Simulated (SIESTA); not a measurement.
CdSe (Cadmoselite):

```
Cd Se
1.0
     4.30000    0.00000    0.00000
    -2.15000    3.72391    0.00000
     0.00000    0.00000    7.02000
Cd Se
2 2
Cartesian
  2.1500 1.2413 3.5100
  0.0000 2.4826 0.0000
  2.1500 1.2413 6.2127
  0.0000 2.4826 2.7027
```

Base run:

| Property | Result |
| --- | --- |
| Program | SIESTA 5.4.2 |
| Functional | BLYP |
| Potentials or basis | PseudoDojo 0.4 standard (PBE files) |
| Basis | DZP (energy shift 0.003 Ry; two zetas on semicore shells) |
| Grid cutoff | 800 Ry |
| Energy shift | 0.003 Ry |
| k mesh | 7 × 7 × 4 |
| Occupations | fermi-dirac, width 0.05 eV |
| Spin | no spin polarisation |

Its results: band gap on the k mesh 0.90 eV, direct; pressure 5.8 GPa; largest force 0.339 eV/Å.

Task: The run is repeated on the same cell with these changes: functional from BLYP to vdW-DF-cx. What comes out?

Result: Band gap on the k mesh 0.85 eV, direct; pressure 1.0 GPa; largest force 0.313 eV/Å.

Caveats: the potentials were made for another functional, which shifts forces and pressure; the basis of atomic orbitals isn't converged, which shifts pressures, moduli and gaps.
